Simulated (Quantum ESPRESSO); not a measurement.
# MgO (P-6m2) in Quantum ESPRESSO: reference runs

Reference runs on MgO: the cell as given and a disturbed copy, then over a range of volumes.

All numbers are computed with Quantum ESPRESSO 7.5; they aren't measurements. Logs are shortened: lines on timing, memory, paths and dates and some standing lists are left out, and cuts for length are marked.

## 1. The crystal as given

Symmetry: P-6m2, No. 187, hexagonal system. Conventional cell: a = 2.938 Å, b = 2.938 Å, c = 2.680 Å, α = 90.00°, β = 90.00°, γ = 120.00°. Mg (site symmetry -6m2) has 6 O at 2.16 Å as nearest neighbours. O (site symmetry -6m2) has 6 Mg at 2.16 Å as nearest neighbours.

Measurements of this composition are mostly on another form, of space group No. 225.

## 2. Single point, PBE

pw.in reads:

```
&CONTROL
  calculation = 'scf'
  prefix = 'pwscf'
  outdir = './tmp'
  pseudo_dir = './pseudo'
  tprnfor = .true.
  tstress = .true.
  disk_io = 'nowf'
/
&SYSTEM
  ibrav = 0
  nat = 2
  ntyp = 2
  ecutwfc = 55
  ecutrho = 440
  nbnd = 9
  occupations = 'smearing'
  smearing = 'fd'
  degauss = 0.00367493
/
&ELECTRONS
  conv_thr = 4d-10
  electron_maxstep = 120
  mixing_beta = 0.5
/
ATOMIC_SPECIES
Mg    24.3050 Mg.pbe-n-kjpaw_psl.0.3.0.UPF
O     15.9990 O.pbe-n-kjpaw_psl.0.1.UPF
CELL_PARAMETERS angstrom
   2.9380209034    0.0000000000    0.0000000000
  -1.4690104517    2.5444007392    0.0000000000
   0.0000000000    0.0000000000    2.6796800000
ATOMIC_POSITIONS crystal
Mg     0.0000000000    0.0000000000    0.0000000000
O      0.3333333333    0.6666666667    0.5000000000
K_POINTS automatic
10 10 10 0 0 0
```

Potentials or basis: SSSP 1.3 efficiency PBE.

Run with:

```
$ OMP_NUM_THREADS=1 pw.x -in pw.in > pw.out
```

pw.out:

```text
This program is part of the open-source Quantum ESPRESSO suite
     for quantum simulation of materials; please cite
         "P. Giannozzi et al., J. Phys.:Condens. Matter 21 395502 (2009);
         "P. Giannozzi et al., J. Phys.:Condens. Matter 29 465901 (2017);
         "P. Giannozzi et al., J. Chem. Phys. 152 154105 (2020);
     in publications or presentations arising from this work. More details at

     file Mg.pbe-n-kjpaw_psl.0.3.0.UPF: wavefunction(s)  3S renormalized
     file O.pbe-n-kjpaw_psl.0.1.UPF: wavefunction(s)  2P renormalized
     Message from routine setup:
     using ibrav=0 with symmetry is DISCOURAGED, use correct ibrav instead

     G-vector sticks info
     --------------------
     sticks:   dense  smooth     PW     G-vecs:    dense   smooth      PW
     Sum         931     463    151                21051     7409    1339

     Using Slab Decomposition

     bravais-lattice index     =            0
     lattice parameter (alat)  =       5.5521  a.u.
     unit-cell volume          =     135.1823 (a.u.)^3
     number of atoms/cell      =            2
     number of atomic types    =            2
     number of electrons       =         8.00
     number of Kohn-Sham states=            9
     kinetic-energy cutoff     =      55.0000  Ry
     charge density cutoff     =     440.0000  Ry
     scf convergence threshold =      4.0E-10
     mixing beta               =       0.5000
     number of iterations used =            8  plain     mixing
     Exchange-correlation= SLA  PW   PBX  PBC
                           (   1   4   3   4   0   0   0)

     celldm(1)=   5.552055  celldm(2)=   0.000000  celldm(3)=   0.000000
     celldm(4)=   0.000000  celldm(5)=   0.000000  celldm(6)=   0.000000

     crystal axes: (cart. coord. in units of alat)
               a(1) = (   1.000000   0.000000   0.000000 )
               a(2) = (  -0.500000   0.866025   0.000000 )
               a(3) = (   0.000000   0.000000   0.912070 )

     reciprocal axes: (cart. coord. in units 2 pi/alat)
               b(1) = (  1.000000  0.577350 -0.000000 )
               b(2) = (  0.000000  1.154701  0.000000 )
               b(3) = (  0.000000 -0.000000  1.096407 )

     PseudoPot. # 1 for Mg read from file:
     Mg.pbe-n-kjpaw_psl.0.3.0.UPF
     Pseudo is Projector augmented-wave + core cor, Zval =  2.0
     Generated using "atomic" code by A. Dal Corso  v.5.0.99 svn rev. 10869
     Shape of augmentation charge: PSQ
     Using radial grid of 1129 points,  4 beta functions with:
                l(1) =   0
                l(2) =   0
                l(3) =   1
                l(4) =   1
     Q(r) pseudized with 0 coefficients

     PseudoPot. # 2 for O  read from file:
     O.pbe-n-kjpaw_psl.0.1.UPF
     Pseudo is Projector augmented-wave + core cor, Zval =  6.0
     Generated using "atomic" code by A. Dal Corso  v.5.0.99 svn rev. 10869
     Shape of augmentation charge: BESSEL
     Using radial grid of 1095 points,  4 beta functions with:
                l(1) =   0
                l(2) =   0
                l(3) =   1
                l(4) =   1
     Q(r) pseudized with 0 coefficients

     atomic species   valence    mass     pseudopotential
     Mg                2.00    24.30500     Mg( 1.00)
     O                 6.00    15.99900     O ( 1.00)

     12 Sym. Ops. (no inversion) found

   Cartesian axes

     site n.     atom                  positions (alat units)
         1        Mg     tau(   1) = (   0.0000000   0.0000000   0.0000000  )
         2        O      tau(   2) = (  -0.0000000   0.5773503   0.4560349  )

     number of k points=    84  Fermi-Dirac smearing, width (Ry)=  0.0037
                       cart. coord. in units 2pi/alat
        k(    1) = (   0.0000000   0.0000000   0.0000000), wk =   0.0020000
        k(    2) = (   0.0000000   0.0000000   0.1096407), wk =   0.0040000
        k(    3) = (   0.0000000   0.0000000   0.2192815), wk =   0.0040000
        k(    4) = (   0.0000000   0.0000000   0.3289222), wk =   0.0040000
        k(    5) = (   0.0000000   0.0000000   0.4385629), wk =   0.0040000
        k(    6) = (   0.0000000   0.0000000  -0.5482037), wk =   0.0020000
[... 76 lines left out ...]
        k(   83) = (   0.3000000   0.5196152   0.4385629), wk =   0.0240000
        k(   84) = (   0.3000000   0.5196152  -0.5482037), wk =   0.0120000

     Dense  grid:    21051 G-vectors     FFT dimensions: (  40,  40,  36)

     Smooth grid:     7409 G-vectors     FFT dimensions: (  27,  27,  24)

     Initial potential from superposition of free atoms

     starting charge       7.9991, renormalised to       8.0000
     Starting wfcs are    8 randomized atomic wfcs +    1 random wfcs

     Self-consistent Calculation

     iteration #  1     ecut=    55.00 Ry     beta= 0.50
     Davidson diagonalization with overlap
     ethr =  1.00E-02,  avg # of iterations =  5.1

     total energy              =     -75.34963029 Ry
     estimated scf accuracy    <       0.42033966 Ry

     iteration #  2     ecut=    55.00 Ry     beta= 0.50
     Davidson diagonalization with overlap
     ethr =  5.25E-03,  avg # of iterations =  2.0
[... 50 lines left out ...]
     total energy              =     -75.48736151 Ry
     estimated scf accuracy    <          5.8E-10 Ry

     iteration # 10     ecut=    55.00 Ry     beta= 0.50
     Davidson diagonalization with overlap
     ethr =  5.00E-12,  avg # of iterations =  1.8

     End of self-consistent calculation

          k = 0.0000 0.0000 0.0000 (   947 PWs)   bands (ev):

   -11.8653   4.9845   4.9845   5.1856   8.5864  17.4675  21.1376  21.1376
    25.3475

          k = 0.0000 0.0000 0.1096 (   942 PWs)   bands (ev):

   -11.7757   4.4276   5.0300   5.0300   9.1808  17.5546  21.2687  21.2687
    25.6044
[... 133 lines left out ...]
   -10.2187   1.9469   2.3691   4.7773  11.9887  16.5150  19.9067  20.6428
    21.1226

          k = 0.0000 0.4619-0.5482 (   914 PWs)   bands (ev):

   -10.1325   1.6862   2.4997   4.8279  11.7338  16.9492  19.7433  20.2420
    20.8829

          k = 0.0000-0.5774 0.0000 (   914 PWs)   bands (ev):

   -10.8160   0.7050   4.2722   5.5393  12.1873  16.0933  18.6687  23.3281
    24.3941

          k = 0.0000-0.5774 0.1096 (   926 PWs)   bands (ev):

   -10.7512   0.8246   4.3159   5.0940  12.3660  15.9395  19.0832  23.1043
    23.1045

          k = 0.0000-0.5774 0.2193 (   932 PWs)   bands (ev):

   -10.5747   1.1582   4.0682   4.4335  12.6218  15.6060  19.9640  21.7545
    22.4730

          k = 0.0000-0.5774 0.3289 (   928 PWs)   bands (ev):

   -10.3412   1.6220   2.9727   4.5851  12.3714  15.6984  20.3074  21.1904
    21.6538

          k = 0.0000-0.5774 0.4386 (   926 PWs)   bands (ev):

   -10.1376   2.0544   2.1700   4.7133  11.7309  16.4262  19.9886  20.6103
    20.9928

          k = 0.0000-0.5774-0.5482 (   920 PWs)   bands (ev):

   -10.0558   1.8766   2.2380   4.7637  11.4188  16.9827  19.4917  20.4208
    20.7439

          k = 0.1000 0.1732 0.0000 (   921 PWs)   bands (ev):

   -11.6116   3.4470   4.7266   5.2763  10.0896  17.2269  19.5153  21.7616
    25.8763

          k = 0.1000 0.1732 0.1096 (   929 PWs)   bands (ev):
[... 226 lines left out ...]
   -10.0516   2.3265   2.7154   3.3262  12.1936  16.4345  19.0267  20.3040
    21.7193

          k = 0.3000 0.5196-0.5482 (   934 PWs)   bands (ev):

    -9.9736   2.0457   2.8595   3.4460  11.9252  16.2483  18.8866  20.1915
    22.2245

     the Fermi energy is     7.1694 ev

!    total energy              =     -75.48736151 Ry
     total all-electron energy =      -551.388463 Ry
     estimated scf accuracy    <          7.0E-13 Ry
     smearing contrib. (-TS)   =      -0.00000000 Ry
     internal energy E=F+TS    =     -75.48736151 Ry

     The total energy is F=E-TS. E is the sum of the following terms:
     one-electron contribution =     -10.63987336 Ry
     hartree contribution      =      10.77962122 Ry
     xc contribution           =      -9.27826470 Ry
     ewald contribution        =     -25.54945272 Ry
     one-center paw contrib.   =     -40.79939195 Ry

     convergence has been achieved in  10 iterations

     Forces acting on atoms (cartesian axes, Ry/au):

     atom    1 type  1   force =     0.00000000    0.00000000    0.00000000
     atom    2 type  2   force =    -0.00000000   -0.00000000    0.00000000

     Total force =     0.000000     Total SCF correction =     0.000000

     Computing stress (Cartesian axis) and pressure

          total   stress  (Ry/bohr**3)                   (kbar)     P=       -6.07
  -0.00003892   0.00000000  -0.00000000           -5.73        0.00       -0.00
   0.00000000  -0.00003892  -0.00000000            0.00       -5.73       -0.00
  -0.00000000  -0.00000000  -0.00004589           -0.00       -0.00       -6.75

=------------------------------------------------------------------------------=
   JOB DONE.
=------------------------------------------------------------------------------=
```

Wall time 26 s (1 thread of Intel Xeon Platinum 8175M at 2.50GHz (Skylake/Cascade Lake), shared host); peak memory 0.06 GiB.

What came out:

* Free energy: -1027.0579 eV
* Pressure: -0.6 GPa
* Band gap on the k mesh: 3.01 eV, indirect (least direct gap 3.40 eV)

Levels at points of the mesh, in eV from the valence-band top:
```csv
k point,band 1,band 2,band 3,band 4,band 5,band 6,band 7,band 8
"(0.00, 0.00, 0.00)",-17.45,-0.60,-0.60,-0.40,3.01,11.89,15.56,15.56
"(0.00, 0.00, -0.50)",-16.36,-5.35,-0.09,-0.09,8.27,9.00,17.58,17.58
"(0.00, -0.50, 0.00)",-16.40,-4.88,-1.31,-0.04,6.61,10.51,13.09,17.75
"(0.00, -0.50, -0.50)",-15.64,-3.70,-3.34,-0.82,5.84,11.40,13.91,14.84
```

A k mesh can miss the band edges. PBE gaps usually lie below the measured ones, often by a third to a half.

## 3. Single point, PBE (atoms moved at random, drawn with an rms of 0.05 Å)

pw.in: that of step 2 with these lines changed.

```diff
@@ -33,4 +33,4 @@
 ATOMIC_POSITIONS crystal
-Mg     0.0000000000    0.0000000000    0.0000000000
-O      0.3333333333    0.6666666667    0.5000000000
+Mg     0.0089360000    0.0030280000    0.0028050000
+O      0.3401990000    0.6577370000    0.5028030000
 K_POINTS automatic
```

Potentials or basis: SSSP 1.3 efficiency PBE.

Run with:

```
$ OMP_NUM_THREADS=1 pw.x -in pw.in > pw.out
```

Run time: 1.8 min. Hardware: 1 thread of Intel Xeon Platinum 8175M at 2.50GHz (Skylake/Cascade Lake), shared host; peak memory 0.12 GiB.

It converged, with:

```yaml
Free_energy: -1027.0560 eV
Pressure: -0.5 GPa
Largest_force: 0.116 eV/Å
Band_gap_on_the_k_mesh: 3.00 eV, indirect (least direct gap 3.40 eV)
```

Forces on the atoms (eV/Å):
```
Mg   0.035 -0.111  0.000
O   -0.035  0.111  0.000
```

Stress tensor (GPa, compression positive):
```
-0.56 -0.01  0.00
-0.01 -0.49  0.00
 0.00  0.00 -0.59
```

Levels at points of the mesh, in eV from the valence-band top:
```tsv
k point	band 1	band 2	band 3	band 4	band 5	band 6	band 7	band 8
(0.00, 0.00, 0.00)	-17.45	-0.62	-0.58	-0.40	3.00	11.89	15.51	15.60
(0.00, 0.00, -0.50)	-16.36	-5.35	-0.13	-0.05	8.27	9.00	17.55	17.62
(0.00, -0.50, 0.00)	-16.39	-4.89	-1.29	-0.05	6.55	10.50	13.17	17.75
(0.00, -0.50, -0.50)	-15.64	-3.71	-3.36	-0.79	5.91	11.43	13.73	14.87
(0.50, -0.50, 0.00)	-16.40	-4.87	-1.33	-0.04	6.66	10.51	13.03	17.74
(-0.50, 0.00, 0.00)	-16.40	-4.87	-1.31	-0.04	6.62	10.51	13.08	17.75
(0.50, -0.50, -0.50)	-15.64	-3.70	-3.32	-0.84	5.78	11.38	14.04	14.81
(-0.50, 0.00, -0.50)	-15.64	-3.70	-3.34	-0.82	5.83	11.39	13.91	14.83
```

A k mesh can miss the band edges.

## 4. Single point, PBE, 9.42 Å³/atom

pw.in: that of step 3 with these lines changed.

```diff
@@ -29,8 +29,8 @@
 CELL_PARAMETERS angstrom
-   2.9380209034    0.0000000000    0.0000000000
-  -1.4690104517    2.5444007392    0.0000000000
-   0.0000000000    0.0000000000    2.6796800000
+   2.8780444641    0.0000000000    0.0000000000
+  -1.4390222320    2.4924596191    0.0000000000
+   0.0000000000    0.0000000000    2.6249773038
 ATOMIC_POSITIONS crystal
-Mg     0.0089360000    0.0030280000    0.0028050000
-O      0.3401990000    0.6577370000    0.5028030000
+Mg     0.0000000000    0.0000000000    0.0000000000
+O      0.3333333333    0.6666666667    0.5000000000
 K_POINTS automatic
```

Run with:

```
$ OMP_NUM_THREADS=1 pw.x -in pw.in > pw.out
```

Run time: 10 s. Hardware: 1 thread of Intel Xeon Platinum 8175M at 2.50GHz (Skylake/Cascade Lake), shared host; peak memory 0.06 GiB.

The run converged. Its results:

```
Free energy            : -1027.0262 eV
Pressure               : 9.2 GPa
Band gap on the k mesh : 3.48 eV, indirect (least direct gap 3.89 eV)
```

## 5. Single point, PBE, 9.62 Å³/atom

pw.in: that of step 4 with these lines changed.

```diff
@@ -29,5 +29,5 @@
 CELL_PARAMETERS angstrom
-   2.8780444641    0.0000000000    0.0000000000
-  -1.4390222320    2.4924596191    0.0000000000
-   0.0000000000    0.0000000000    2.6249773038
+   2.8983130506    0.0000000000    0.0000000000
+  -1.4491565253    2.5100127300    0.0000000000
+   0.0000000000    0.0000000000    2.6434636685
 ATOMIC_POSITIONS crystal
```

Run with:

```
$ OMP_NUM_THREADS=1 pw.x -in pw.in > pw.out
```

Run time: 12 s. Hardware: 1 thread of Intel Xeon Platinum 8175M at 2.50GHz (Skylake/Cascade Lake), shared host; peak memory 0.06 GiB.

The run converged. Its results:

| Quantity | Value |
| --- | --- |
| Free energy | -1027.0451 eV |
| Pressure | 5.6 GPa |
| Band gap on the k mesh | 3.32 eV, indirect (least direct gap 3.72 eV) |

## 6. Single point, PBE, 9.82 Å³/atom

pw.in: that of step 5 with these lines changed.

```diff
@@ -29,5 +29,5 @@
 CELL_PARAMETERS angstrom
-   2.8983130506    0.0000000000    0.0000000000
-  -1.4491565253    2.5100127300    0.0000000000
-   0.0000000000    0.0000000000    2.6434636685
+   2.9183020482    0.0000000000    0.0000000000
+  -1.4591510241    2.5273237096    0.0000000000
+   0.0000000000    0.0000000000    2.6616950286
 ATOMIC_POSITIONS crystal
```

Potentials or basis: SSSP 1.3 efficiency PBE.

Run with:

```
$ OMP_NUM_THREADS=1 pw.x -in pw.in > pw.out
```

Wall time 23 s (1 thread of Intel Xeon Platinum 8175M at 2.50GHz (Skylake/Cascade Lake), shared host); peak memory 0.06 GiB.

It converged, with:

```yaml
Free_energy: -1027.0553 eV
Pressure: 2.3 GPa
Band_gap_on_the_k_mesh: 3.16 eV, indirect (least direct gap 3.56 eV)
```

## 7. Single point, PBE, 10.02 Å³/atom

pw.in: that of step 6 with these lines changed.

```diff
@@ -29,5 +29,5 @@
 CELL_PARAMETERS angstrom
-   2.9183020482    0.0000000000    0.0000000000
-  -1.4591510241    2.5273237096    0.0000000000
-   0.0000000000    0.0000000000    2.6616950286
+   2.9380209034    0.0000000000    0.0000000000
+  -1.4690104517    2.5444007392    0.0000000000
+   0.0000000000    0.0000000000    2.6796800000
 ATOMIC_POSITIONS crystal
```

Run with:

```
$ OMP_NUM_THREADS=1 pw.x -in pw.in > pw.out
```

Run time: 26 s. Hardware: 1 thread of Intel Xeon Platinum 8175M at 2.50GHz (Skylake/Cascade Lake), shared host; peak memory 0.06 GiB.

The run converged. Its results:

```yaml
Free_energy: -1027.0579 eV
Pressure: -0.6 GPa
Band_gap_on_the_k_mesh: 3.01 eV, indirect (least direct gap 3.40 eV)
```

## 8. Single point, PBE, 10.22 Å³/atom

pw.in: that of step 7 with these lines changed.

```diff
@@ -29,5 +29,5 @@
 CELL_PARAMETERS angstrom
-   2.9380209034    0.0000000000    0.0000000000
-  -1.4690104517    2.5444007392    0.0000000000
-   0.0000000000    0.0000000000    2.6796800000
+   2.9574785625    0.0000000000    0.0000000000
+  -1.4787392813    2.5612515663    0.0000000000
+   0.0000000000    0.0000000000    2.6974267424
 ATOMIC_POSITIONS crystal
```

Run with:

```
$ OMP_NUM_THREADS=1 pw.x -in pw.in > pw.out
```

It took 21 s on 1 thread of Intel Xeon Platinum 8175M at 2.50GHz (Skylake/Cascade Lake), shared host; peak memory 0.06 GiB.

The run converged. Its results:

```
Free energy            : -1027.0534 eV
Pressure               : -3.2 GPa
Band gap on the k mesh : 2.86 eV, indirect (least direct gap 3.25 eV)
```

## 9. Single point, PBE, 10.42 Å³/atom

pw.in: that of step 8 with these lines changed.

```diff
@@ -29,5 +29,5 @@
 CELL_PARAMETERS angstrom
-   2.9574785625    0.0000000000    0.0000000000
-  -1.4787392813    2.5612515663    0.0000000000
-   0.0000000000    0.0000000000    2.6974267424
+   2.9766835069    0.0000000000    0.0000000000
+  -1.4883417534    2.5778835360    0.0000000000
+   0.0000000000    0.0000000000    2.7149429912
 ATOMIC_POSITIONS crystal
```

Potentials or basis: SSSP 1.3 efficiency PBE.

Run with:

```
$ OMP_NUM_THREADS=1 pw.x -in pw.in > pw.out
```

Run time: 20 s. Hardware: 1 thread of Intel Xeon Platinum 8175M at 2.50GHz (Skylake/Cascade Lake), shared host; peak memory 0.06 GiB.

It converged, with:

```
Free energy            : -1027.0427 eV
Pressure               : -5.6 GPa
Band gap on the k mesh : 2.72 eV, indirect (least direct gap 3.11 eV)
```

## 10. Single point, PBE, 10.62 Å³/atom

pw.in: that of step 9 with these lines changed.

```diff
@@ -29,5 +29,5 @@
 CELL_PARAMETERS angstrom
-   2.9766835069    0.0000000000    0.0000000000
-  -1.4883417534    2.5778835360    0.0000000000
-   0.0000000000    0.0000000000    2.7149429912
+   2.9956437857    0.0000000000    0.0000000000
+  -1.4978218928    2.5943036191    0.0000000000
+   0.0000000000    0.0000000000    2.7322360880
 ATOMIC_POSITIONS crystal
```

Run with:

```
$ OMP_NUM_THREADS=1 pw.x -in pw.in > pw.out
```

It took 20 s on 1 thread of Intel Xeon Platinum 8175M at 2.50GHz (Skylake/Cascade Lake), shared host; peak memory 0.07 GiB.

The run converged. Its results:

```yaml
Free_energy: -1027.0262 eV
Pressure: -7.8 GPa
Band_gap_on_the_k_mesh: 2.59 eV, indirect (least direct gap 2.97 eV)
```

## 11. Equation of state, PBE

No new run: the results of the series are fitted here.

What came out:

```
Equilibrium volume                        : 9.98 Å³/atom
Bulk modulus at fixed shape and positions : 141 GPa
Pressure derivative of the bulk modulus   : 4.2
```

Energy against volume, from the lowest point:
```tsv
volume (Å³/atom)	energy (meV/atom)
9.415	15.82
9.615	6.39
9.816	1.26
10.016	0.00
10.216	2.23
10.417	7.61
10.617	15.82
```

Caveat: the cell was scaled at fixed shape and fractional positions, which overstates the stiffness of a crystal with free parameters, most of all of layers and chains.

## 12. Summary

```tsv
task	cell	gap on the mesh (eV)	pressure (GPa)
single point	as given	3.01	-0.6
single point	atoms moved at random, drawn with an rms of 0.05 Å	3.00	-0.5
equation of state	as given	-	-
```

Alike in all rows: level PBE; potentials or basis SSSP 1.3 efficiency PBE; no spin polarisation; k mesh 10 × 10 × 10; cutoff (eV) 748; smearing fermi-dirac 0.05 eV.

Caveats: the cell was scaled at fixed shape and fractional positions, which overstates the stiffness of a crystal with free parameters, most of all of layers and chains (some runs).

Absolute energies hang on the potentials; compare differences alone.
